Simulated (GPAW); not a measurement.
# SnO2 (P1) in GPAW: notebook

Aim: see how the results for SnO2 move with the level of theory and the settings. Levels: LDA, PBE. Tasks: second-harmonic response, dielectric tensor.

All numbers are computed with GPAW 26.7.0; they aren't measurements. Logs are shortened: lines on timing, memory, paths and dates and some standing lists are left out, and cuts for length are marked. The log counts tension as positive stress, the text compression.

**1. The cell of the first run**

The typed cell holds 6 atoms: a = 3.234 Å, b = 5.151 Å, c = 5.602 Å, α = 111.25°, β = 90.00°, γ = 90.00°.

The cell comes from a database or a generator and needn't be the stable form of this composition.

**2. Second-harmonic response, LDA (a zone-boundary wave of random shape, sigma 0.02 Å)**

Contents of run.py:

```python
import numpy as np
from ase.dft.bandgap import bandgap
from ase.io import read, write
from gpaw import GPAW, PW
from gpaw.nlopt.matrixel import make_nlodata
from gpaw.nlopt.shg import get_shg
from gpaw.nlopt.shift import get_shift

atoms = read('SnO2.xyz')

calc = GPAW(mode=PW(650),
            xc='LDA',
            kpts={'size': (5, 4, 3), 'gamma': True},
            occupations={'name': 'fermi-dirac', 'width': 0.001},
            nbands=43,
            convergence={'density': 1e-06},
            maxiter=150,
            txt='gpaw.txt')
atoms.calc = calc
energy = atoms.get_potential_energy()
calc.write('gs.gpw')
write('result.traj', atoms)
print(f'Energy: {energy:.6f} eV')
print('Fermi level:', round(calc.get_fermi_level(), 4), 'eV')
print(f'Gap: {bandgap(calc)[0]:.4f} eV, direct: {bandgap(calc, direct=True)[0]:.4f} eV')

dense = calc.fixed_density(kpts={'size': (6, 4, 4), 'gamma': True},
                           nbands=80, convergence={'bands': 74, 'eigenstates': 1e-7},
                           symmetry={'point_group': False}, txt='dense.txt')
dense.write('dense.gpw', mode='all')

nlodata = make_nlodata('dense.gpw', nf=74)
freqs = np.linspace(0, 6, 121)
shg, shift = [freqs], [freqs]
for pol in ['xxx', 'xxy']:
    chi = get_shg(nlodata, freqs=freqs, eta=0.05, pol=pol, gauge='lg', out_name=f'shg_{pol}.npy')[1] * 1e12  # pm/V
    sigma = get_shift(nlodata, freqs=freqs, eta=0.05, pol=pol, out_name=f'shift_{pol}.npy')[1] * 1e6  # uA/V^2
    shg += [chi.real, chi.imag]
    shift += [sigma.real]
    print(f'chi(2) {pol} at zero frequency: {chi[0].real:.3f} pm/V')
np.savetxt('shg.dat', np.array(shg).T, fmt='%.3f')
np.savetxt('shift.dat', np.array(shift).T, fmt='%.3f')
```

Contents of SnO2.xyz:

```xyz
6
Lattice="1.6170930800 -2.8008873700 0.0000000000 1.6170930800 0.9336291200 4.8005925800 -4.8512792300 -2.8008873700 0.0000000000" Properties=species:S:1:pos:R:3 pbc="T T T"
Sn     1.6116972123     -0.9363533147      2.4135494300
Sn    -1.6116972073     -0.9309049353      2.3870431500
O     -1.6117225771     -2.8192052131      3.4107945768
O      1.6117225869     -2.7825695316      3.4205446764
O     -0.0216189147     -1.9143280562      1.3988982945
O     -1.5954741551     -4.6210758091      1.3709476123
```

Potentials or basis: the program's PAW data sets (release 1.2.1) made for this functional, pw.

Run with:

```console
$ OMP_NUM_THREADS=1 python run.py
```

gpaw.txt:

```text
__  _  _
 | _ |_)|_||  |
 |__||  | ||/\| - 26.7.0

Input parameters:
  mode=PW(ecut=650.0),
  convergence={'density': 1e-06},
  kpts=MonkhorstPack(size=(5, 4, 3), gamma=True),
  maxiter=150,
  nbands=43,
  occupations=Occupations(name='fermi-dirac', width=0.001),
  xc=XC(name='LDA')

Diagonalizing LCAO Hamiltonian
Converting LCAO to pw mode

        O Sn     OSn

             O
       O

Atoms  # Å, Bohr magnetons
|   | symbol |         x |         y |        z |    initial magnetic moments |
|---|--------|-----------|-----------|----------|-----------------------------|
| 0 |     Sn |  1.611697 | -0.936353 | 2.413549 | ( 0.0000,  0.0000,  0.0000) |
| 1 |     Sn | -1.611697 | -0.930905 | 2.387043 | ( 0.0000,  0.0000,  0.0000) |
| 2 |      O | -1.611723 | -2.819205 | 3.410795 | ( 0.0000,  0.0000,  0.0000) |
| 3 |      O |  1.611723 | -2.782570 | 3.420545 | ( 0.0000,  0.0000,  0.0000) |
| 4 |      O | -0.021619 | -1.914328 | 1.398898 | ( 0.0000,  0.0000,  0.0000) |
| 5 |      O | -1.595474 | -4.621076 | 1.370948 | ( 0.0000,  0.0000,  0.0000) |

Unit cell  # Å
| periodic |         x |         y |        z |  lengths |     angles |
|----------|-----------|-----------|----------|----------|------------|
|      yes |  1.617093 | -2.800887 | 0.000000 | 3.234186 | 111.254249 |
|      yes |  1.617093 |  0.933629 | 4.800593 | 5.150955 |  90.000000 |
|      yes | -4.851279 | -2.800887 | 0.000000 | 5.601775 |  90.000000 |

Number of symmetries: 1
Symmetry operations  # r_c * U_cc + t_c -> r_c
|   | kind |            matrix            |
|---|------|------------------------------|
| 0 |  E   |  1, 0, 0,  0, 1, 0,  0, 0, 1 |

BZ-sampling:
  Number of BZ points: 60
  Number of IBZ points: 31

  Monkhorst-Pack size: [5, 4, 3]
  Monkhorst-Pack shift: [0.0, 0.125, 0.0]

K-points  # in reciprocal-cell coordinates
|     |                                coordinates |     weight |
|-----|--------------------------------------------|------------|
|   0 | (  0.00000000,   0.00000000,   0.00000000) | 0.01666667 |
|   1 | (  0.00000000,   0.00000000,   0.33333333) | 0.03333333 |
|   2 | (  0.00000000,   0.25000000,  -0.33333333) | 0.03333333 |
|   3 | (  0.00000000,   0.25000000,   0.00000000) | 0.03333333 |
|   4 | (  0.00000000,   0.25000000,   0.33333333) | 0.03333333 |
|   5 | (  0.00000000,   0.50000000,   0.00000000) | 0.01666667 |
|   6 | (  0.00000000,   0.50000000,   0.33333333) | 0.03333333 |
|   7 | (  0.20000000,  -0.25000000,  -0.33333333) | 0.03333333 |
|   8 | (  0.20000000,  -0.25000000,   0.00000000) | 0.03333333 |
|   9 | (  0.20000000,  -0.25000000,   0.33333333) | 0.03333333 |
| ... |                                            |            |
|  30 | (  0.40000000,   0.50000000,   0.33333333) | 0.03333333 |

Plane wave coefficients: 3307
Cutoff: 650.0 eV

Spin-components: 1 (collinear spins)
Bands:           43
Projectors:      32
Spin-degeneracy: 2
Datatype:        complex128

Parallelization:
  kpt:    1
  domain: 1
  band:   1

Density:
  Valence electrons: 52.0
  Components: 1
  Grid points: [20 32 35]
  Charge: 0.0  # |e|

Potential:
  Grid points: [20 32 35]

species:
  Sn:
    name:    Tin
    Z:       50.0
    valence: 14
    core:    36
    charge:  0.0  # [|e|]
    compensation charges:
      type: gauss
      rc: 0.38  # [Å]
      lmax: 2
    cutoffs:
      filter: 2.23  # [Å]
      core: 2.35  # [Å]
    projectors
    | kind |    occ | energy [eV] | rcut [Å] |
    |------|--------|-------------|----------|
    |   5s |  2.000 |     -10.799 |    1.201 |
    |   5p |  2.000 |      -3.869 |    1.270 |
    |   4d | 10.000 |     -25.910 |    1.185 |
    |    s |        |      16.413 |    1.201 |
    |    p |        |      23.342 |    1.270 |
    |    d |        |       1.302 |    1.185 |

    Using partial waves for Sn as LCAO basis

  O:
    name:    Oxygen
    Z:       8.0
    valence: 6
    core:    2
    charge:  0.0  # [|e|]
    compensation charges:
      type: gauss
      rc: 0.21  # [Å]
      lmax: 2
    cutoffs:
      filter: 1.17  # [Å]
      core: 0.83  # [Å]
    projectors
    | kind |    occ | energy [eV] | rcut [Å] |
    |------|--------|-------------|----------|
    |   2s |  2.000 |     -23.752 |    0.688 |
    |   2p |  4.000 |      -9.195 |    0.598 |
    |    s |        |       3.459 |    0.688 |
    |    p |        |      18.016 |    0.598 |
    |    d |        |       0.000 |    0.619 |

    Using partial waves for O as LCAO basis

Reference energy: -343842.805895  # eV

eigensolver:
  PPCG
  Converge bands: occupied
  niter=2

density mixing:
  MSR1-Mixer
  Pratt-step length: 0.05
  Maximum mixing coefficient: 0.75
  Old densities: 10
  SVD Regularization: 0.005
  Good broyden scale: 1.0
  Trust region scale: 1.0
  Backstep threshold: 4.0
  History deletion threshold: 6.0
  Fourier metric: weight=20.0, sigma=0.015

occupation numbers:
  Fermi-Dirac:
    width: 0.0010  # eV

poisson solver:
  ecut: 5200.0  # eV

xc functional:
  name: None

convergence criteria:
- Maximum integral of absolute [dens]ity change: 1e-06 electrons / valence electron
- Maximum [total energy] change in last 3 cyles: 0.0005 eV / valence electron
- Maximum integral of absolute [eigenst]ate change: 4e-08 eV^2 / valence electron
maximum number of iterations: 150

SCF iterations
|iter     | |      energy | eigst |  dens |
|---------|-|-------------|-------|-------|
|iter:   1| |  -47.541075 | +0.48 |       |
|iter:   2| |  -46.184010 | -1.28 | -0.89 |
|iter:   3| |  -42.436383 | -0.86 | -0.96 |
|iter:   4| |  -42.333096 | -2.57 | -1.47 |
|iter:   5| |  -42.316149 | -3.37 | -1.78 |
|iter:   6| |  -42.315950c| -4.00 | -2.70 |
|iter:   7| |  -42.315410c| -4.75 | -2.92 |
|iter:   8| |  -42.315418c| -6.13 | -3.39 |
|iter:   9| |  -42.315420c| -6.77 | -4.00 |
|iter:  10| |  -42.315419c| -7.19 | -4.31 |
|iter:  11| |  -42.315419c| -7.81c| -4.93 |
|iter:  12| |  -42.315419c| -8.29c| -5.24 |
|iter:  13| |  -42.315419c| -8.84c| -5.63 |
|iter:  14| |  -42.315419c| -9.44c| -6.48c|

Converged in 14 steps
Energy contributions relative to reference atoms: (reference = -343842.805895)

Energy contributions:
  Kinetic:          45.590172
  Coulomb:         -42.791135
  Zero:              0.063421
  External:          0.000000
  Xc:              -45.177877
  Entropy:          -0.000000
  Spinorbit:         0.000000
  ----------------------------
  Free energy:     -42.315419
  Extrapolated:    -42.315419

dipole moment: (19.224962, 3.539544, 0.000432)  # |e|*Ang

Fermi level: 2.976
Eigenvalues  # (at kpt = [0.000, 0.000, 0.000])
| band index |      eig [eV] | occ [0-2] |
|------------|---------------|-----------|
|          0 |       -17.550 |     2.000 |
|        ... |               |           |
|         18 |         1.537 |     2.000 |
|         19 |         1.567 |     2.000 |
|         20 |         1.732 |     2.000 |
|         21 |         1.987 |     2.000 |
|         22 |         2.006 |     2.000 |
|         23 |         2.449 |     2.000 |
[... 8 lines left out ...]
|         32 |        13.689 |     0.000 |
|         33 |        13.911 |     0.000 |
|        ... |               |           |
|         42 |        21.572 |     0.000 |

Gap: 1.694 eV
Transition (v -> c):
  (s=0, k=11, n=25, [0.20, 0.00, 0.00]) -> (s=0, k=0, n=26, [0.00, 0.00, 0.00])
Direct/indirect transitions are different
Direct gap: 1.710 eV
Transition at: (s=0, k=0, n=25, [0.00, 0.00, 0.00])
# Writing to gs.gpw (mode='')
```

stdout:

```text
Energy: -42.315419 eV
Fermi level: 2.9758 eV
Gap: 1.6943 eV, direct: 1.7100 eV
Calculating momentum matrix elements for spin channel 0.

Calculation in the lg gauge for element xxx.

Calculation for element xxx.

chi(2) xxx at zero frequency: 0.070 pm/V
Calculation in the lg gauge for element xxy.

Calculation for element xxy.

chi(2) xxy at zero frequency: -0.300 pm/V
```

It took 9.7 min on 1 thread of Arm Neoverse V2, shared host; peak memory 0.61 GiB.

What came out:

* Free energy: -42.3154 eV
* Band gap on the k mesh: 1.69 eV

Caveat: independent particles: no local fields, no excitons, no shift of the gap; the long-wavelength limit can be off by a per cent or two; spin-orbit coupling is left out, which moves the levels of the heavy elements.

**3. Dielectric tensor, PBE (a zone-boundary wave of random shape, sigma 0.02 Å)**

Contents of run.py:

```python
import numpy as np
from ase.dft.bandgap import bandgap
from ase.io import read, write
from gpaw import GPAW, PW
from gpaw.response.df import DielectricFunction

atoms = read('SnO2.xyz')

calc = GPAW(mode=PW(600),
            xc='PBE',
            kpts={'size': (5, 4, 3), 'gamma': True},
            occupations={'name': 'fermi-dirac', 'width': 0.001},
            nbands=43,
            convergence={'density': 1e-06},
            maxiter=150,
            txt='gpaw.txt')
atoms.calc = calc
energy = atoms.get_potential_energy()
calc.write('gs.gpw')
write('result.traj', atoms)
print(f'Energy: {energy:.6f} eV')
print('Fermi level:', round(calc.get_fermi_level(), 4), 'eV')
print(f'Gap: {bandgap(calc)[0]:.4f} eV, direct: {bandgap(calc, direct=True)[0]:.4f} eV')

for size in [(5, 4, 3)]:
    name = 'x'.join(str(n) for n in size)
    dense = calc.fixed_density(kpts={'size': size, 'gamma': True},
                               nbands=80, convergence={'bands': 74, 'eigenstates': 1e-7},
                               update_fermi_level=True, txt=f'dense-{name}.txt')
    dense.write(f'{name}.gpw', mode='all')
    df = DielectricFunction(f'{name}.gpw', frequencies=np.array([0.0]), hilbert=False, eta=0.001,
                            ecut=80, nbands=74, intraband=False, txt=f'df-{name}.txt')
    for xc in ['RPA']:
        for direction in ['x', 'y', 'z', [0, 1, 1], [1, 0, 1], [1, 1, 0]]:
            e0, e = df.get_macroscopic_dielectric_constant(xc=xc, direction=direction)
            print(f'{name} {xc} {direction}: {e0:.4f} without, {e:.4f} with local fields')
```

SnO2.xyz is that of step 2.

Potentials or basis: GPAW PAW data sets (gpaw-data 1.2.1), pw.

Run with:

```console
$ OMP_NUM_THREADS=1 python run.py
```

gpaw.txt:

```text
__  _  _
 | _ |_)|_||  |
 |__||  | ||/\| - 26.7.0

Input parameters:
  mode=PW(ecut=600.0),
  convergence={'density': 1e-06},
  kpts=MonkhorstPack(size=(5, 4, 3), gamma=True),
  maxiter=150,
  nbands=43,
  occupations=Occupations(name='fermi-dirac', width=0.001),
  xc=XC(name='PBE')

Diagonalizing LCAO Hamiltonian
Converting LCAO to pw mode

        O Sn     OSn

             O
       O

Atoms  # Å, Bohr magnetons
|   | symbol |         x |         y |        z |    initial magnetic moments |
|---|--------|-----------|-----------|----------|-----------------------------|
| 0 |     Sn |  1.611697 | -0.936353 | 2.413549 | ( 0.0000,  0.0000,  0.0000) |
| 1 |     Sn | -1.611697 | -0.930905 | 2.387043 | ( 0.0000,  0.0000,  0.0000) |
[... 156 lines left out ...]
|iter:   5| |  -37.575322 | -3.22 | -1.77 |
|iter:   6| |  -37.575262c| -3.94 | -2.66 |
|iter:   7| |  -37.574964c| -4.71 | -2.91 |
|iter:   8| |  -37.575024c| -5.71 | -3.32 |
|iter:   9| |  -37.575023c| -6.35 | -3.78 |
|iter:  10| |  -37.575024c| -7.19 | -4.17 |
|iter:  11| |  -37.575024c| -7.57c| -4.82 |
|iter:  12| |  -37.575024c| -7.86c| -5.01 |
|iter:  13| |  -37.575024c| -8.29c| -5.47 |
|iter:  14| |  -37.575024c| -8.79c| -6.26c|

Converged in 14 steps
Energy contributions relative to reference atoms: (reference = -344184.795819)

Energy contributions:
  Kinetic:          56.260932
  Coulomb:         -51.453013
  Zero:              0.087713
  External:          0.000000
  Xc:              -42.470656
  Entropy:          -0.000000
  Spinorbit:         0.000000
  ----------------------------
  Free energy:     -37.575024
  Extrapolated:    -37.575024

dipole moment: (19.159885, 3.355304, 0.000455)  # |e|*Ang

Fermi level: 3.358
Eigenvalues  # (at kpt = [0.000, 0.000, 0.000])
| band index |      eig [eV] | occ [0-2] |
|------------|---------------|-----------|
|          0 |       -17.314 |     2.000 |
|        ... |               |           |
|         18 |         1.954 |     2.000 |
|         19 |         1.983 |     2.000 |
|         20 |         2.131 |     2.000 |
|         21 |         2.378 |     2.000 |
|         22 |         2.397 |     2.000 |
|         23 |         2.841 |     2.000 |
[... 8 lines left out ...]
|         32 |        14.345 |     0.000 |
|         33 |        14.622 |     0.000 |
|        ... |               |           |
|         42 |        22.273 |     0.000 |

Gap: 1.858 eV
Transition (v -> c):
  (s=0, k=11, n=25, [0.20, 0.00, 0.00]) -> (s=0, k=0, n=26, [0.00, 0.00, 0.00])
Direct/indirect transitions are different
Direct gap: 1.870 eV
Transition at: (s=0, k=0, n=25, [0.00, 0.00, 0.00])
# Writing to gs.gpw (mode='')
```

stdout:

```text
Energy: -37.575024 eV
Fermi level: 3.358 eV
Gap: 1.8576 eV, direct: 1.8703 eV
5x4x3 RPA x: 4.5217 without, 4.3037 with local fields
5x4x3 RPA y: 4.5450 without, 4.3264 with local fields
5x4x3 RPA z: 3.7099 without, 2.7022 with local fields
5x4x3 RPA [0, 1, 1]: 4.1275 without, 3.5155 with local fields
5x4x3 RPA [1, 0, 1]: 4.1142 without, 3.5016 with local fields
5x4x3 RPA [1, 1, 0]: 4.5210 without, 4.3018 with local fields
```

Wall time 4.3 min (1 thread of Arm Neoverse V2, shared host); peak memory 0.57 GiB.

Results:

| Property | Result |
| --- | --- |
| Free energy | -37.5750 eV |
| Band gap on the k mesh | 1.86 eV |
| Electronic dielectric tensor (diagonal) | 4.30, 4.33, 2.70 |

Electronic dielectric tensor:
```
 4.30 -0.01  0.00
-0.01  4.33  0.00
 0.00  0.00  2.70
```

Caveat: the k mesh is coarse; the long-wavelength limit can be off by a per cent or two; spin-orbit coupling is left out, which moves the levels of the heavy elements; an odd mesh through Γ misses points on the zone boundary, where band edges often lie.

[end of part 1 of 3]
